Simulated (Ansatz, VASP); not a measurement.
**B in VASP and in Ansatz**

```xyz
12
Lattice="3.5802 -2.5325 0.0000 3.5802 2.5325 0.0000 0.0000 0.0000 5.6567" Properties=species:S:1:pos:R:3 pbc="T T T"
B     1.2692    0.8869    2.2622
B     1.2692   -0.8869    3.3945
B     5.8912    0.8869    0.5662
B     5.8912   -0.8869    5.0905
B     5.8912   -0.8869    3.3945
B     5.8912    0.8869    2.2622
B     1.2692   -0.8869    5.0905
B     1.2692    0.8869    0.5662
B     3.5802    1.9223    2.2335
B     3.5802   -1.9223    3.4232
B     3.5802    1.9223    0.5948
B     3.5802   -1.9223    5.0618
```

Alike in both runs: functional PBE; k mesh 4 × 4 × 4; occupations gaussian, width 0.1 eV; no spin polarisation.

Ansatz relaxed the structure, and its values are those at the end. VASP's run is a single point on that final structure, the one shown.

|  | VASP | Ansatz |
| --- | --- | --- |
| version | VASP 6.6.1 | Ansatz 0.2.0 |
| potentials or method | VASP PAW PBE potentials, release 64 (B) | scalar-relativistic, plane waves, PAW |
| plane-wave cutoff (eV) | 520 | 420 |
| valence electrons in the cell | 36 | 36 |

Ansatz gave:

| Quantity | Value |
| --- | --- |
| gap on the k mesh at the Fermi level (eV) | none |
| pressure (GPa) | 0.0 |
| rms of the force components (eV/Å) | 0.005 |

**Question.** Estimate VASP's values.

**Answer.** gap on the k mesh at the Fermi level (eV): none; pressure (GPa): 0.1; rms of the force components (eV/Å): 0.009.

A gap of «none» marks a metal or a gap that the smearing closes. With one functional, cell and mesh, what is left measures potentials, basis and numerics.

Caveats: the k mesh is coarse (spacing up to 0.38 Å⁻¹), so the values aren't converged.
